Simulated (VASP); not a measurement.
# Sb (Fm-3m) in VASP: a series of runs

One crystal, Sb, is run at these levels: r2SCAN; tasks: single point.

Program: VASP 6.6.1. These are calculated values, not measurements. Logs are shortened: lines on timing, memory, paths and dates and some standing lists are left out, and cuts for length are marked.

### 1 Starting point

Symmetry: Fm-3m, No. 225, cubic system. The conventional cell has a = 4.742 Å, b = 4.742 Å, c = 4.742 Å, α = 90.00°, β = 90.00°, γ = 90.00°. Sb (site symmetry m-3m) has 12 Sb at 3.35 Å as nearest neighbours.

This isn't the form of Sb at room conditions, which is rhombohedral.

### 2 Single point, r2SCAN

Contents of INCAR:

```
SYSTEM = Sb
  PREC = Accurate
  ENCUT = 250
  EDIFF = 1E-6
  ISMEAR = 0
  SIGMA = 0.05
  LREAL = .FALSE.
  LASPH = .TRUE.
  NELM = 100
  ALGO = Normal
  ISIF = 2
  LWAVE = .FALSE.
  LCHARG = .FALSE.
  METAGGA = R2SCAN
  LMIXTAU = .TRUE.
  NBANDS = 8
  ADDGRID = .FALSE.
```

Contents of KPOINTS:

```
regular mesh
0
G
  7 7 7
  0 0 0
```

Contents of POSCAR:

```
Sb
1.0
    0.0000000000      2.3712425216      2.3712425216
    2.3712425216      0.0000000000      2.3712425216
    2.3712425216      2.3712425216      0.0000000000
Sb
1
Direct
    0.0000000000      0.0000000000      0.0000000000
```

Potentials or basis: VASP PAW PBE potentials, release 64 (Sb).

On the command line:

```bash
> cat potpaw_PBE.64/Sb/POTCAR > POTCAR
> mpirun -np 1 vasp_std > vasp.out
```

OUTCAR:

```text
SYSTEM = Sb
   PREC = Accurate
   ENCUT = 250
   EDIFF = 1E-6
   ISMEAR = 0
   LREAL = .FALSE.
   LASPH = .TRUE.
   NELM = 100
   ISIF = 2
   METAGGA = R2SCAN

 Found     20 irreducible k-points:

 Following reciprocal coordinates:
            Coordinates               Weight
  0.000000  0.000000  0.000000      1.000000
  0.142857  0.000000  0.000000      8.000000
  0.285714  0.000000  0.000000      8.000000
  0.428571  0.000000  0.000000      8.000000
  0.142857  0.142857  0.000000      6.000000
  0.285714  0.142857  0.000000     24.000000
   k-points           NKPTS =     20   k-points in BZ     NKDIM =     20   number of bands    NBANDS=      8
   number of dos      NEDOS =    301   number of ions     NIONS =      1
   total plane-waves  NPLWV =   5832
   dimension x,y,z NGX =    18 NGY =   18 NGZ =   18
   dimension x,y,z NGXF=    36 NGYF=   36 NGZF=   36
   ions per type =               1
   NGX,Y,Z   is equivalent  to a cutoff of   8.92,  8.92,  8.92 a.u.
   NGXF,Y,Z  is equivalent  to a cutoff of  17.85, 17.85, 17.85 a.u.
 SYSTEM =  Sb
   PREC   = accura    normal or accurate (medium, high low for compatibility)
   ISTART =      0    job   : 0-new  1-cont  2-samecut
   ICHARG =      2    charge: 1-file 2-atom 10-const
   ISPIN  =      1    spin polarized calculation?
   LNONCOLLINEAR =      F non collinear calculations
   LSORBIT =      F    spin-orbit coupling
   LASPH  =      T    aspherical Exc in radial PAW
   ENCUT  =  250.0 eV  18.37 Ry    4.29 a.u.   4.32  4.32  4.32*2*pi/ulx,y,z
   NELM   =    100;   NELMIN=  2; NELMDL= -5     # of ELM steps
   EDIFF  = 0.1E-05   stopping-criterion for ELM
   LREAL  =      F    real-space projection
   EDIFFG = 0.1E-04   stopping-criterion for IOM
   NSW    =      0    number of steps for IOM
   IBRION =     -1    ionic relax: 0-MD 1-quasi-New 2-CG
   NFREE  =      0    steps in history (QN), initial steepest desc. (CG)
   ISIF   =      2    stress and relaxation
   ISYM   =      2    0-nonsym 1-usesym 2-fastsym
   POTIM  = 0.5000    time-step for ionic-motion
   TEBEG  =    0.0;   TEEND  =   0.0 temperature during run
   PSTRESS=    0.0 pullay stress
   NELECT =       5.0000    total number of electrons
   NUPDOWN=      -1.0000    fix difference up-down
   EMIN   =  10.00;   EMAX   =-10.00  energy-range for DOS
   EFERMI =   0.00;   METHOD = LEGACY
   ISMEAR =     0;   SIGMA  =   0.05  broadening in eV -4-tet -1-fermi 0-gaus
   EFERMI_NEDOS =   21; number of points for ismear=-14 and -15
   IALGO  =     38    algorithm
   IMIX   =      4    mixing-type and parameters
     AMIX     =   0.40;   BMIX     =  1.00
     AMIX_MAG =   1.60;   BMIX_MAG =  1.00
  volume/ion in A,a.u.               =      26.67       179.95
  Fermi-wavevector in a.u.,A,eV,Ry     =   0.937013  1.770697 11.945820  0.877993
  Thomas-Fermi vector in A             =   2.064081
   LORBIT       =      0    0 simple, 1 ext, 2 COOP (PROOUT), +10 PAW based schemes
   METAGGA = R2SCAN    functional components
   LHFCALC =     F    Hartree Fock is set to
   AEXX    =    0.0000 exact exchange contribution
   IVDW    =     0    specifies the selected vdW correction
   LEPSILON=     F    determine dielectric tensor
   LRPA    =     F    only Hartree local field effects (RPA)
 non-spin polarized calculation
 Gauss-broadening in eV      SIGMA  =   0.05
  energy-cutoff  :      250.00
  volume of cell :       26.67
 maximum number of plane-waves:       259
 NGX is ok and might be reduce to    18
   NGX =  9   NGY =  9   NGZ =  9

 number of electron       4.9999999 magnetization

 Free energy of the ion-electron system (eV)
  ---------------------------------------------------
  ext. energy  EPLUGINS =         0.00000000
  ---------------------------------------------------
  free energy    TOTEN  =       -25.20792658 eV

  energy without entropy =      -25.20247339  energy(sigma->0) =      -25.20519999

 E-fermi :   8.3394     XC(G=0): -10.8861

 val. band max:        8.3372086415   @ k =   0.4286   0.2857   0.0000
 cond. band min:       8.3575311879   @ k =   0.2857   0.1429   0.0000
 fundamental gap:      0.0203225464
 Fermi energy:         8.3394400340

 k-point     1 :       0.0000    0.0000    0.0000
  band No.  band energies     occupation
      1      -5.0748      2.00000
      2      14.2988      0.00000
      3      14.2988      0.00000
      4      14.2988      0.00000
      5      19.0402      0.00000
      6      19.0402      0.00000
      7      19.0402      0.00000
      8      19.6257      0.00000

 k-point     2 :       0.1429    0.0000    0.0000
  band No.  band energies     occupation
      1      -4.6429      2.00000
      2      11.1834      0.00000
      3      13.7887      0.00000
      4      13.7887      0.00000
      5      17.8645      0.00000
      6      19.7981      0.00000
      7      19.7981      0.00000
      8      21.9052      0.00000

 k-point     3 :       0.2857    0.0000    0.0000
  band No.  band energies     occupation
      1      -3.3731      2.00000
      2       6.7029      2.00000
      3      12.9900      0.00000
      4      12.9900      0.00000
      5      17.3986      0.00000
      6      19.2035      0.00000
      7      19.2035      0.00000
      8      20.7033      0.00000

 k-point     4 :       0.4286    0.0000    0.0000
  band No.  band energies     occupation
      1      -1.5190      2.00000
      2       3.1147      2.00000
      3      12.5149      0.00000
      4      12.5149      0.00000
      5      17.3899      0.00000
      6      18.2908      0.00000
      7      18.2908      0.00000
      8      19.3223      0.00000

 k-point     5 :       0.1429    0.1429    0.0000
  band No.  band energies     occupation
      1      -4.4984      2.00000
      2      12.3844      0.00000
      3      12.5292      0.00000
      4      12.5292      0.00000
      5      16.4225      0.00000
      6      18.9873      0.00000
      7      21.3230      0.00000
      8      21.3230      0.00000

 k-point     6 :       0.2857    0.1429    0.0000
  band No.  band energies     occupation
      1      -3.5034      2.00000
      2       8.3575      0.60886
      3      11.5554      0.00000
      4      11.9373      0.00000
      5      16.3525      0.00000
      6      18.0700      0.00000
      7      21.3986      0.00000
      8      21.7110      0.00000

 [... further k-points ...]

------------------------ aborting loop because EDIFF is reached ----------------------------------------

  FORCE on cell =-STRESS in cart. coord.  units (eV):
  Direction    XX          YY          ZZ          XY          YZ          ZX
  --------------------------------------------------------------------------------------
  -------------------------------------------------------------------------------------
  Total       -0.0261166     -0.0261166     -0.0261166     -0.0000000     -0.0000000      0.0000000
  in kB       -1.5691691     -1.5691691     -1.5691691     -0.0000000     -0.0000000      0.0000000
  external PRESSURE =      -1.5691691 kB  Pullay stress =       0.0000000 kB

 VOLUME and BASIS-vectors are now :
 -----------------------------------------------------------------------------
  energy-cutoff  :      250.00
  volume of cell :       26.67
      direct lattice vectors                 reciprocal lattice vectors
     0.000000000  2.371242522  2.371242522    -0.210859916  0.210859916  0.210859916
     2.371242522  0.000000000  2.371242522     0.210859916 -0.210859916  0.210859916
     2.371242522  2.371242522  0.000000000     0.210859916  0.210859916 -0.210859916

 POSITION                                       TOTAL-FORCE (eV/Angst)
 -----------------------------------------------------------------------------------
      0.00000      0.00000      0.00000         0.000000      0.000000      0.000000
 -----------------------------------------------------------------------------------
    total drift:                               -0.000000     -0.000000      0.000000

  FREE ENERGIE OF THE ION-ELECTRON SYSTEM (eV)
  ---------------------------------------------------
  free  energy   TOTEN  =       -25.2079265840 eV

  energy  without entropy=      -25.2024733942  energy(sigma->0) =      -25.20519999
```

It took 20 s on 1 thread of Intel Xeon Platinum 8559C (Emerald Rapids), shared host; peak memory 0.11 GiB.

The run converged, but some of its settings lie outside the range that counts as converged, so its numbers aren't taken as properties of the crystal.

Results:

```
Free energy            : -25.2079 eV
Pressure               : -0.2 GPa
Band gap on the k mesh : none (metal or under the smearing width)
```

Caveat: the PAW data sets were made with another functional, which shifts forces and pressure a little.

### 3 Single point, r2SCAN

INCAR, as its differences from that of step 2:

```diff
@@ -2,3 +2,3 @@
   PREC = Accurate
-  ENCUT = 250
+  ENCUT = 550
   EDIFF = 1E-6
```

Contents of KPOINTS:

```
regular mesh
0
G
  5 5 5
  0 0 0
```

POSCAR is that of step 2.

Potentials or basis: VASP PAW PBE potentials, release 64 (Sb).

On the command line:

```bash
> cat potpaw_PBE.64/Sb/POTCAR > POTCAR
> mpirun -np 1 vasp_std > vasp.out
```

OUTCAR:

```text
SYSTEM = Sb
   PREC = Accurate
   ENCUT = 550
   EDIFF = 1E-6
   ISMEAR = 0
   LREAL = .FALSE.
   LASPH = .TRUE.
   NELM = 100
   ISIF = 2
   METAGGA = R2SCAN

 Found     10 irreducible k-points:

 Following reciprocal coordinates:
            Coordinates               Weight
  0.000000  0.000000  0.000000      1.000000
  0.200000  0.000000  0.000000      8.000000
  0.400000  0.000000  0.000000      8.000000
  0.200000  0.200000  0.000000      6.000000
  0.400000  0.200000  0.000000     24.000000
 -0.400000  0.200000  0.000000     24.000000
   k-points           NKPTS =     10   k-points in BZ     NKDIM =     10   number of bands    NBANDS=      8
   number of dos      NEDOS =    301   number of ions     NIONS =      1
   total plane-waves  NPLWV =  21952
   dimension x,y,z NGX =    28 NGY =   28 NGZ =   28
   dimension x,y,z NGXF=    56 NGYF=   56 NGZF=   56
   ions per type =               1
   NGX,Y,Z   is equivalent  to a cutoff of  13.88, 13.88, 13.88 a.u.
   NGXF,Y,Z  is equivalent  to a cutoff of  27.76, 27.76, 27.76 a.u.
 SYSTEM =  Sb
   PREC   = accura    normal or accurate (medium, high low for compatibility)
   ISTART =      0    job   : 0-new  1-cont  2-samecut
   ICHARG =      2    charge: 1-file 2-atom 10-const
   ISPIN  =      1    spin polarized calculation?
   LNONCOLLINEAR =      F non collinear calculations
   LSORBIT =      F    spin-orbit coupling
   LASPH  =      T    aspherical Exc in radial PAW
   ENCUT  =  550.0 eV  40.42 Ry    6.36 a.u.   6.41  6.41  6.41*2*pi/ulx,y,z
[... 61 lines left out ...]
      2      14.3009      0.00000
      3      14.3009      0.00000
      4      14.3009      0.00000
      5      19.0456      0.00000
      6      19.0456      0.00000
      7      19.0456      0.00000
      8      19.6192      0.00000
[... 45 lines left out ...]
 k-point     6 :      -0.4000    0.2000    0.0000
  band No.  band energies     occupation
      1      -0.4669      2.00000
      2       3.3202      2.00000
      3       8.1980      2.00000
      4      11.3296      0.00000
      5      15.5362      0.00000
      6      20.4232      0.00000
      7      20.8158      0.00000
      8      24.0286      0.00000

 [... further k-points ...]

------------------------ aborting loop because EDIFF is reached ----------------------------------------

  FORCE on cell =-STRESS in cart. coord.  units (eV):
  Direction    XX          YY          ZZ          XY          YZ          ZX
  --------------------------------------------------------------------------------------
  -------------------------------------------------------------------------------------
  Total        0.2161199      0.2161199      0.2161199      0.0000000     -0.0000000      0.0000000
  in kB       12.9851609     12.9851609     12.9851609      0.0000000     -0.0000000      0.0000000
  external PRESSURE =      12.9851609 kB  Pullay stress =       0.0000000 kB

 VOLUME and BASIS-vectors are now :
 -----------------------------------------------------------------------------
  energy-cutoff  :      550.00
  volume of cell :       26.67
      direct lattice vectors                 reciprocal lattice vectors
     0.000000000  2.371242522  2.371242522    -0.210859916  0.210859916  0.210859916
     2.371242522  0.000000000  2.371242522     0.210859916 -0.210859916  0.210859916
     2.371242522  2.371242522  0.000000000     0.210859916  0.210859916 -0.210859916

 POSITION                                       TOTAL-FORCE (eV/Angst)
 -----------------------------------------------------------------------------------
      0.00000      0.00000      0.00000         0.000000      0.000000     -0.000000
 -----------------------------------------------------------------------------------
    total drift:                                0.000000      0.000000     -0.000000

  FREE ENERGIE OF THE ION-ELECTRON SYSTEM (eV)
  ---------------------------------------------------
  free  energy   TOTEN  =       -25.1650754571 eV

  energy  without entropy=      -25.1605795366  energy(sigma->0) =      -25.16282750
```

stdout:

```text
POSCAR found type information on POSCAR Sb
 POSCAR found :  1 types and       1 ions
 scaLAPACK will be used
 -----------------------------------------------------------------------------
|                                                                             |
|                                                                             |
|     You enforced a specific xc type in the INCAR file but a different       |
|     I HOPE YOU KNOW WHAT YOU ARE DOING!                                     |
|                                                                             |
 -----------------------------------------------------------------------------

 LDA part: xc-table for (None), standard interpolation
 POSCAR, INCAR and KPOINTS ok, starting setup
 FFT: planning ... GRIDC
 FFT: planning ... GRID_SOFT
 FFT: planning ... GRID
 WAVECAR not read
 entering main loop
```

It took 26 s on 1 thread of Intel Xeon Platinum 8559C (Emerald Rapids), shared host; peak memory 0.16 GiB.

The run converged, but some of its settings lie outside the range that counts as converged, so its numbers aren't taken as properties of the crystal.

Results:

```
Free energy            : -25.1651 eV
Pressure               : 1.3 GPa
Band gap on the k mesh : none (metal or under the smearing width)
```

Caveat: the k mesh is coarse (spacing up to 0.46 Å⁻¹), so the values aren't converged; the PAW data sets were made with another functional, which shifts forces and pressure a little.

### 4 Single point, r2SCAN

INCAR, as its differences from that of step 3:

```diff
@@ -2,3 +2,3 @@
   PREC = Accurate
-  ENCUT = 550
+  ENCUT = 900
   EDIFF = 1E-6
```

Contents of KPOINTS:

```
regular mesh
0
G
  4 4 4
  0 0 0
```

POSCAR is that of step 3.

On the command line:

```bash
> cat potpaw_PBE.64/Sb/POTCAR > POTCAR
> mpirun -np 1 vasp_std > vasp.out
```

Run time: 38 s. Hardware: 1 thread of Intel Xeon Platinum 8559C (Emerald Rapids), shared host; peak memory 0.21 GiB.

These settings aren't checked as converged: the numbers below hold their error.

What came out:

```
Free energy            : -25.2517 eV
Pressure               : -0.5 GPa
Band gap on the k mesh : none (metal or under the smearing width)
```

Caveat: the k mesh is coarse (spacing up to 0.57 Å⁻¹), so the values aren't converged; the PAW data sets were made with another functional, which shifts forces and pressure a little.

### 5 Single point, r2SCAN

INCAR, as its differences from that of step 4:

```diff
@@ -2,3 +2,3 @@
   PREC = Accurate
-  ENCUT = 900
+  ENCUT = 300
   EDIFF = 1E-6
```

Contents of KPOINTS:

```
regular mesh
0
G
  7 7 7
  0 0 0
```

POSCAR is that of step 4.

On the command line:

```bash
> cat potpaw_PBE.64/Sb/POTCAR > POTCAR
> mpirun -np 1 vasp_std > vasp.out
```

Wall time 23 s (1 thread of Intel Xeon Platinum 8559C (Emerald Rapids), shared host); peak memory 0.11 GiB.

The run converged, but some of its settings lie outside the range that counts as converged, so its numbers aren't taken as properties of the crystal.

What came out:

| Quantity | Value |
| --- | --- |
| Free energy | -25.2092 eV |
| Pressure | -0.2 GPa |
| Band gap on the k mesh | none (metal or under the smearing width) |

Caveat: the PAW data sets were made with another functional, which shifts forces and pressure a little.

### 6 Single point, r2SCAN

INCAR, as its differences from that of step 5:

```diff
@@ -2,3 +2,3 @@
   PREC = Accurate
-  ENCUT = 300
+  ENCUT = 350
   EDIFF = 1E-6
```

KPOINTS is that of step 5.

POSCAR is that of step 5.

Potentials or basis: VASP PAW PBE potentials, release 64 (Sb).

On the command line:

```bash
> cat potpaw_PBE.64/Sb/POTCAR > POTCAR
> mpirun -np 1 vasp_std > vasp.out
```

It took 22 s on 1 thread of Intel Xeon Platinum 8559C (Emerald Rapids), shared host; peak memory 0.11 GiB.

The run converged, but some of its settings lie outside the range that counts as converged, so its numbers aren't taken as properties of the crystal.

What came out:

| Property | Result |
| --- | --- |
| Free energy | -25.2099 eV |
| Pressure | -0.2 GPa |
| Band gap on the k mesh | none (metal or under the smearing width) |

Caveat: the PAW data sets were made with another functional, which shifts forces and pressure a little.

### 7 For comparison

An earlier run on the cell as given: functional PBEsol; potentials or basis VASP PAW PBE potentials, release 64 (Sb); cutoff 520 eV; k mesh 10 × 10 × 10; occupations fermi-dirac, width 0.05 eV; no spin polarisation.

* Pressure: -1.2 GPa
* Band gap on the k mesh: none (metal or under the smearing width)
